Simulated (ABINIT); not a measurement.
# Al (Fm-3m) in ABINIT: a series of runs

The runs below take Al through equation of state, with PBE, LDA, PBEsol, RPBE, BLYP.

Program: ABINIT 10.8.3 (patched build). These are calculated values, not measurements. Logs are shortened: lines on timing, memory, paths and dates and some standing lists are left out, and cuts for length are marked. The log counts tension as positive stress, the text compression.

**What was measured.**

From “The interpretation of polycrystalline coherent inelastic neutron scattering from aluminium”, 2013, pmc:3831299, for a bulk crystal of Al: bulk modulus 76.9 GPa.

The runs below are set against these values where they give the same quantity.

### Step 1. Starting point

The structure is cubic, space group Fm-3m (No. 225). Conventional cell: a = 4.050 Å, b = 4.050 Å, c = 4.050 Å, α = 90.00°, β = 90.00°, γ = 90.00°. Around Al (site symmetry m-3m) lie 12 Al at 2.86 Å.

### Step 2. Equation of state, PBE

Contents of run.abi:

```
# Datasets: one volume each
ndtset 7
getwfk -1
scalecart1 3*0.9795861087
scalecart2 3*0.9864848297
scalecart3 3*0.9932883884
scalecart4 3*1.0000000000
scalecart5 3*1.0066227096
scalecart6 3*1.0131594038
scalecart7 3*1.0196128224

# Pseudopotentials
pp_dirpath "./"
pseudos "Al.GGA_PBE-JTH.xml"

# Structure
acell 3*1.0 Angstrom
rprim
     0.0000000000     2.0248050000     2.0248050000
     2.0248050000     0.0000000000     2.0248050000
     2.0248050000     2.0248050000     0.0000000000
ntypat 1
znucl 13
natom 1
typat 1
xred
     0.0000000000     0.0000000000     0.0000000000

# Plane-wave basis
ecut 18.0
pawecutdg 36.0
pawxcdev 0

# k points
kptopt 1
ngkpt 11 11 11
nshiftk 1
shiftk 0.0 0.0 0.0

# Exchange and correlation
ixc 11

# Bands and occupations
nband 6
occopt 3
tsmear 0.05 eV

# SCF cycle
nstep 100
tolvrs 1.0e-9

# Output
iomode 3
prtwf 1
prtden 0
prteig 0
prtebands 0
```

Potentials or basis: JTH PAW PBE v2.0.

The run is started by

```console
$ abinit run.abi > log 2>&1
```

run.abo:

```text
.Version 10.8.3 of ABINIT
 DATASET    1 : space group Fm -3 m (#225); Bravais cF (face-center cubic)
================================================================================
 Values of the parameters that define the memory need for DATASET  1.
     intxc =       0    ionmov =       0      iscf =      17    lmnmax =       8
     lnmax =       4     mgfft =      24  mpssoang =       2    mqgrid =    3001
     natom =       1  nloc_mem =       2    nspden =       1   nspinor =       1
    nsppol =       1      nsym =      48    n1xccc =       1    ntypat =       1
    occopt =       3   xclevel =       2
       mpw =         391          nfft =       13824          nkpt =          56
 PAW method is used; the additional fine FFT grid is defined by:
   mgfftf=        30    nfftf =     27000
================================================================================
================================================================================
[... 71 lines left out ...]
 DATASET    7 : space group Fm -3 m (#225); Bravais cF (face-center cubic)
================================================================================
 Values of the parameters that define the memory need for DATASET  7.
     intxc =       0    ionmov =       0      iscf =      17    lmnmax =       8
     lnmax =       4     mgfft =      24  mpssoang =       2    mqgrid =    3001
     natom =       1  nloc_mem =       2    nspden =       1   nspinor =       1
    nsppol =       1      nsym =      48    n1xccc =       1    ntypat =       1
    occopt =       3   xclevel =       2
       mpw =         444          nfft =       13824          nkpt =          56
 PAW method is used; the additional fine FFT grid is defined by:
   mgfftf=        30    nfftf =     27000
================================================================================
================================================================================

--------------------------------------------------------------------------------
------------- Echo of variables that govern the present computation ------------
--------------------------------------------------------------------------------
 -outvars: echo values of preprocessed input variables --------
            acell      1.8897261259E+00  1.8897261259E+00  1.8897261259E+00 Bohr
              amu      2.69815390E+01
             ecut      1.80000000E+01 Hartree
           getwfk          -1
                       outvar_i_n : Printing only first  50 k-points.
              ixc          11
           jdtset        1    2    3    4    5    6    7
                       outvar_i_n : Printing only first  50 k-points.
         kptrlatt       11    0    0      0   11    0      0    0   11
          kptrlen1     5.83085676E+01
          kptrlen2     5.87192048E+01
          kptrlen3     5.91241777E+01
          kptrlen4     5.95236775E+01
          kptrlen5     5.99178855E+01
          kptrlen6     6.03069736E+01
          kptrlen7     6.06911048E+01
            natom           1
            nband           6
           ndtset           7
            ngfft          24      24      24
          ngfftdg          30      30      30
             nkpt          56
            nstep         100
             nsym          48
           ntypat           1
                       prtocc : prtvol=0, do not print more k-points.
           occopt           3
        pawecutdg      3.60000000E+01 Hartree
         pawxcdev           0
           prtden           0
        prtebands           0
           prteig           0
            rprim1     0.0000000000E+00  1.9834708508E+00  1.9834708508E+00
                       1.9834708508E+00  0.0000000000E+00  1.9834708508E+00
                       1.9834708508E+00  1.9834708508E+00  0.0000000000E+00
            rprim2     0.0000000000E+00  1.9974394156E+00  1.9974394156E+00
                       1.9974394156E+00  0.0000000000E+00  1.9974394156E+00
                       1.9974394156E+00  1.9974394156E+00  0.0000000000E+00
            rprim3     0.0000000000E+00  2.0112152953E+00  2.0112152953E+00
                       2.0112152953E+00  0.0000000000E+00  2.0112152953E+00
                       2.0112152953E+00  2.0112152953E+00  0.0000000000E+00
            rprim4     0.0000000000E+00  2.0248050000E+00  2.0248050000E+00
                       2.0248050000E+00  0.0000000000E+00  2.0248050000E+00
                       2.0248050000E+00  2.0248050000E+00  0.0000000000E+00
            rprim5     0.0000000000E+00  2.0382146955E+00  2.0382146955E+00
                       2.0382146955E+00  0.0000000000E+00  2.0382146955E+00
                       2.0382146955E+00  2.0382146955E+00  0.0000000000E+00
            rprim6     0.0000000000E+00  2.0514502266E+00  2.0514502266E+00
                       2.0514502266E+00  0.0000000000E+00  2.0514502266E+00
                       2.0514502266E+00  2.0514502266E+00  0.0000000000E+00
            rprim7     0.0000000000E+00  2.0645171409E+00  2.0645171409E+00
                       2.0645171409E+00  0.0000000000E+00  2.0645171409E+00
                       2.0645171409E+00  2.0645171409E+00  0.0000000000E+00
          spgroup         225
           tolvrs      1.00000000E-09
           tsmear      1.83746611E-03 Hartree
            typat      1
           useylm           1
                       outvars : Printing only first  50 k-points.
            znucl       13.00000

================================================================================

 chkinp: Checking input parameters for consistency, jdtset=   1.

 chkinp: Checking input parameters for consistency, jdtset=   2.

 chkinp: Checking input parameters for consistency, jdtset=   3.

 chkinp: Checking input parameters for consistency, jdtset=   4.
[... 34 lines left out ...]
 getcut : COMMENT -
  Note that boxcut > 2.2 ; recall that boxcut=Gcut(box)/Gcut(sphere) = 2
  is sufficient for exact treatment of convolution.
  Such a large boxcut is a waste : you could raise ecut
  e.g. ecut=   25.290235 Hartrees makes boxcut=2

 Fine grid specifications (used for densities):

 getcut: wavevector=  0.0000  0.0000  0.0000  ngfft=  30  30  30
         ecut(hartree)=     36.000   => boxcut(ratio)=   2.09772

--- Pseudopotential description ------------------------------------------------
- pspini: atom type   1  psp file is ./Al.GGA_PBE-JTH.xml
 Pseudopotential format is: paw10
 basis_size (lnmax)=  4 (lmn_size=  8), orbitals=   0   0   1   1
 Spheres core radius: rc_sph= 1.90363307
 Shapefunction is SIN type: shapef(r)=[sin(pi*r/rshp)/(pi*r/rshp)]**2
 Radius for shape functions =  1.60786206
 Compensation charge density is not taken into account in XC energy/potential

  -1.09563711E+01                                ecore*ucvol(ha*bohr**3)
--------------------------------------------------------------------------------

================================================================================

--- !BeginCycle
iteration_state: {dtset: 1, }
solver: {iscf: 17, nstep: 100, nline: 4, wfoptalg: 10, }
tolerances: {tolvrs: 1.00E-09, }
...

     iter   Etot(hartree)      deltaE(h)  residm     nres2
 ETOT  1  -2.0940933812516    -2.094E+00 3.356E-01 3.901E-01
 ETOT  2  -2.1051376842022    -1.104E-02 6.189E-03 4.346E-02
 ETOT  3  -2.1050226042380     1.151E-04 7.181E-04 2.186E-03
 ETOT  4  -2.1050134134248     9.191E-06 3.941E-04 2.893E-05
 ETOT  5  -2.1050133872592     2.617E-08 2.521E-05 2.688E-08
 ETOT  6  -2.1050133862584     1.001E-09 2.863E-05 2.915E-09
 ETOT  7  -2.1050133861954     6.303E-11 2.469E-05 1.092E-10
[... 1158 lines left out ...]
 Cartesian components of stress tensor (hartree/bohr^3)
  sigma(1 1)=  1.52259538E-04  sigma(3 2)=  0.00000000E+00
  sigma(2 2)=  1.52259538E-04  sigma(3 1)=  0.00000000E+00
  sigma(3 3)=  1.52259538E-04  sigma(2 1)=  0.00000000E+00

-Cartesian components of stress tensor (GPa)         [Pressure= -4.4796E+00 GPa]
- sigma(1 1)=  4.47963026E+00  sigma(3 2)=  0.00000000E+00
- sigma(2 2)=  4.47963026E+00  sigma(3 1)=  0.00000000E+00
- sigma(3 3)=  4.47963026E+00  sigma(2 1)=  0.00000000E+00

== END DATASET(S) ==============================================================
================================================================================

 -outvars: echo values of variables after computation  --------
            acell      1.8897261259E+00  1.8897261259E+00  1.8897261259E+00 Bohr
           etotal1    -2.1050133862E+00
           etotal2    -2.1053127288E+00
           etotal3    -2.1054672398E+00
           etotal4    -2.1054894675E+00
           etotal5    -2.1053943376E+00
           etotal6    -2.1051947393E+00
           etotal7    -2.1049003669E+00
            fcart1    -0.0000000000E+00 -0.0000000000E+00 -0.0000000000E+00
            fcart2    -0.0000000000E+00 -0.0000000000E+00 -0.0000000000E+00
            fcart3    -0.0000000000E+00 -0.0000000000E+00 -0.0000000000E+00
            fcart4    -0.0000000000E+00 -0.0000000000E+00 -0.0000000000E+00
            fcart5    -0.0000000000E+00 -0.0000000000E+00 -0.0000000000E+00
            fcart6    -0.0000000000E+00 -0.0000000000E+00 -0.0000000000E+00
            fcart7    -0.0000000000E+00 -0.0000000000E+00 -0.0000000000E+00
            rprim1     0.0000000000E+00  1.9834708508E+00  1.9834708508E+00
                       1.9834708508E+00  0.0000000000E+00  1.9834708508E+00
                       1.9834708508E+00  1.9834708508E+00  0.0000000000E+00
            rprim2     0.0000000000E+00  1.9974394156E+00  1.9974394156E+00
                       1.9974394156E+00  0.0000000000E+00  1.9974394156E+00
                       1.9974394156E+00  1.9974394156E+00  0.0000000000E+00
            rprim3     0.0000000000E+00  2.0112152953E+00  2.0112152953E+00
                       2.0112152953E+00  0.0000000000E+00  2.0112152953E+00
[... 9 lines left out ...]
                       2.0514502266E+00  2.0514502266E+00  0.0000000000E+00
            rprim7     0.0000000000E+00  2.0645171409E+00  2.0645171409E+00
                       2.0645171409E+00  0.0000000000E+00  2.0645171409E+00
                       2.0645171409E+00  2.0645171409E+00  0.0000000000E+00
           strten1    -1.6683089106E-04 -1.6683089106E-04 -1.6683089106E-04
                       0.0000000000E+00  0.0000000000E+00  0.0000000000E+00
           strten2    -9.8054357870E-05 -9.8054357870E-05 -9.8054357870E-05
                       0.0000000000E+00  0.0000000000E+00  0.0000000000E+00
           strten3    -3.6307741890E-05 -3.6307741890E-05 -3.6307741890E-05
                       0.0000000000E+00  0.0000000000E+00  0.0000000000E+00
           strten4     1.9052268593E-05  1.9052268593E-05  1.9052268593E-05
                       0.0000000000E+00  0.0000000000E+00  0.0000000000E+00
           strten5     6.8590034095E-05  6.8590034095E-05  6.8590034095E-05
                       0.0000000000E+00  0.0000000000E+00  0.0000000000E+00
           strten6     1.1283530034E-04  1.1283530034E-04  1.1283530034E-04
                       0.0000000000E+00  0.0000000000E+00  0.0000000000E+00
           strten7     1.5225953789E-04  1.5225953789E-04  1.5225953789E-04
                       0.0000000000E+00  0.0000000000E+00  0.0000000000E+00
 Calculation completed.
```

It took 20 s on 1 thread of Arm Neoverse V1, shared host; peak memory 0.11 GiB.

What came out:

- Equilibrium volume: 16.50 Å³/atom
- Bulk modulus: 79 GPa
- Pressure derivative of the bulk modulus: 4.5

Energy against volume, from the lowest point:
| volume (Å³/atom) | energy (meV/atom) |
| --- | --- |
| 15.607 | 12.95 |
| 15.939 | 4.81 |
| 16.271 | 0.60 |
| 16.603 | 0.00 |
| 16.935 | 2.59 |
| 17.267 | 8.02 |
| 17.599 | 16.03 |

Caveat: pressures at fixed basis lie under the slope of the energies.

### Step 3. Equation of state, LDA

Changes to run.abi since step 2:

```diff
@@ -31,3 +31,2 @@
 pawecutdg 36.0
-pawxcdev 0
 
@@ -40,3 +39,3 @@
 # Exchange and correlation
-ixc 11
+ixc 7
```

Potentials or basis: JTH PAW PBE v2.0.

The run is started by

```console
$ abinit run.abi > log 2>&1
```

It took 17 s on 1 thread of Arm Neoverse V1, shared host; peak memory 0.09 GiB.

It converged, with:

- Equilibrium volume: 16.02 Å³/atom
- Bulk modulus: 84 GPa
- Pressure derivative of the bulk modulus: 4.6

Energy against volume, from the lowest point:
| volume (Å³/atom) | energy (meV/atom) |
| --- | --- |
| 15.607 | 2.79 |
| 15.939 | 0.00 |
| 16.271 | 0.87 |
| 16.603 | 5.07 |
| 16.935 | 12.20 |
| 17.267 | 21.94 |
| 17.599 | 34.02 |

Caveat: pressures at fixed basis lie under the slope of the energies; the PAW data sets were made with another functional, which shifts forces and pressure a little.

[end of part 1 of 2]
